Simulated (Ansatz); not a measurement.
# Al16As16H: the cost of one run

Computed with Ansatz 0.2.0 (DFT PBE, scalar-relativistic, plane waves, PAW, unless a step's input says otherwise).

3 further runs of the same task are left out: 3 set aside as unsound or not needed.

### 1 The starting structure

Symmetry: F-43m, No. 216, cubic system. The conventional cell has a = 5.728 Å, b = 5.728 Å, c = 5.728 Å, α = 90.00°, β = 90.00°, γ = 90.00°. Al (site symmetry -43m) is surrounded by 4 As at 2.48 Å. Around As (site symmetry -43m) lie 4 Al at 2.48 Å.

Structure file:

```
CELL_PARAMETERS angstrom
0.00000 2.86396 2.86396
2.86396 0.00000 2.86396
2.86396 2.86396 0.00000
ATOMIC_POSITIONS crystal
Al 0.00000 0.00000 0.00000
As 0.75000 0.75000 0.75000
```

It goes back to an entry of the Materials Project.

It is the result of an earlier relaxation at this level (volume 23.49 Å³/atom; gap on the mesh: 1.50 eV).

The host's static dielectric tensor, from an earlier linear-response run, has a mean of 11.56.

The perfect supercell (rows 1 1 1; 1 -3 1; 1 1 -3 in vectors of this cell) was computed beforehand with the same settings: E(σ→0) = -86313.8511 eV for 32 atoms, gap 2.27 eV on its own mesh.

### 2 Making the defect

The extra atom is put at (0.250, 0.000, 0.000) of the supercell, the middle of a void of radius 2.48 Å. The other atoms start on their ideal sites. Its neighbours are 4 Al at 2.48 Å, 6 As at 2.86 Å.

### 3 Charge state 0

File input.yaml:

```yaml
crystal:
  lattice:
    - [5.727912321, 5.727912321, 5.727912321]
    - [-5.727912321, 5.727912321, -5.727912321]
    - [-5.727912321, -5.727912321, 5.727912321]
  atoms:
    - { symbol: Al, position: [0.5, 0.75, 0.75] }
    - { symbol: Al, position: [0.5, 0.5, 0.0] }
    - { symbol: Al, position: [0.75, 0.5, 0.75] }
    - { symbol: Al, position: [0.5, 0.25, 0.25], spin: 0.091 }
    - { symbol: Al, position: [0.75, 0.25, 0.0] }
    - { symbol: Al, position: [0.0, 0.25, 0.75] }
    - { symbol: Al, position: [0.5, 0.0, 0.5] }
    - { symbol: Al, position: [0.75, 0.0, 0.25] }
    - { symbol: Al, position: [0.0, 0.0, 0.0], spin: 0.091 }
    - { symbol: Al, position: [0.25, 0.0, 0.75], spin: 0.091 }
    - { symbol: Al, position: [0.75, 0.75, 0.5] }
    - { symbol: Al, position: [0.0, 0.75, 0.25] }
    - { symbol: Al, position: [0.25, 0.75, 0.0], spin: 0.091 }
    - { symbol: Al, position: [0.0, 0.5, 0.5] }
    - { symbol: Al, position: [0.25, 0.5, 0.25] }
    - { symbol: Al, position: [0.25, 0.25, 0.5] }
    - { symbol: As, position: [0.75, 0.0, 0.0] }
    - { symbol: As, position: [0.75, 0.75, 0.25] }
    - { symbol: As, position: [0.0, 0.75, 0.0], spin: 0.091 }
    - { symbol: As, position: [0.75, 0.5, 0.5] }
    - { symbol: As, position: [0.0, 0.5, 0.25] }
    - { symbol: As, position: [0.25, 0.5, 0.0] }
    - { symbol: As, position: [0.75, 0.25, 0.75] }
    - { symbol: As, position: [0.0, 0.25, 0.5] }
    - { symbol: As, position: [0.25, 0.25, 0.25], spin: 0.091 }
    - { symbol: As, position: [0.5, 0.25, 0.0], spin: 0.091 }
    - { symbol: As, position: [0.0, 0.0, 0.75], spin: 0.091 }
    - { symbol: As, position: [0.25, 0.0, 0.5] }
    - { symbol: As, position: [0.5, 0.0, 0.25], spin: 0.091 }
    - { symbol: As, position: [0.25, 0.75, 0.75], spin: 0.091 }
    - { symbol: As, position: [0.5, 0.75, 0.5] }
    - { symbol: As, position: [0.5, 0.5, 0.75] }
    - { symbol: H, position: [0.25, 0.0, 0.0], spin: 0.091 }
  host:
    lattice:
      - [0.0, 2.8639561605, 2.8639561605]
      - [2.8639561605, 0.0, 2.8639561605]
      - [2.8639561605, 2.8639561605, 0.0]
    atoms:
      - { symbol: Al, position: [0.0, 0.0, 0.0] }
      - { symbol: As, position: [0.75, 0.75, 0.75] }
basis:
  ecutwfc: 420
  xc_grid: 2
kpoints:
  mp_grid: { grid: [2, 2, 2], shift: [0.5, 0.5, 0.5] }
hamiltonian:
  xc: pbe
scf:
  occupations: { method: gaussian, width: 0.01 }
output:
  forces: true
  stress: false
  eigenvalues: true
  populations: true
  charged_corrections:
    defect_position: [0.25, 0.0, 0.0]
    epsilon: [[11.5641, 0.0, 0.0], [0.0, 11.5641, 0.0], [0.0, 0.0, 11.5641]]
magnetization:
  spin_polarized: true
relax:
  adjacent_minimum: "off"
  f_tol: 0.025
  max_steps: 45
```

Started as:

```bash
$ ansatz run input.yaml --threads 4 --pin off --max-ram 6144MiB --backend cpu --events-out ev --progress --plain --runs-dir out
```

What time and memory should one allow on 4 threads of Intel Xeon Platinum 8488C (Sapphire Rapids), shared host?

About 47 s, with a peak of 2.7 GiB.
